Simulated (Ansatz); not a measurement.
Property card for Rb

Level of theory: DFT PBEsol, scalar-relativistic, plane waves, PAW (Ansatz 0.2.0).

Settings: cutoff 420 eV, Γ-centred mesh 10×10×10 on the computed 1-atom cell, Gaussian smearing of 0.10 eV; no spin polarisation.

The structure is relaxed at this level of theory with its symmetry kept.

```yaml
crystal:
  lattice:
    - [-2.80250, 2.80250, 2.80250]
    - [2.80250, -2.80250, 2.80250]
    - [2.80250, 2.80250, -2.80250]
  atoms:
    - { symbol: Rb, position: [0.00000, 0.00000, 0.00000] }
```

(1) Formation energy from the elements' standard states (uncorrected)?

(2) Density of states at the Fermi level?

(3) Löwdin character within 0.5 eV of the Fermi level?

(4) Bulk modulus?

(5) Its pressure derivative?

(6) Bader charges (e)?

## Answers

(1) +0.004 eV/atom.

(2) 0.91 states/eV per cell.

(3) Rb 5s 88 %, unprojected 12 %.

(4) 3.0 GPa.

(5) 3.8.

(6) Rb (1 in the cell) 0.00.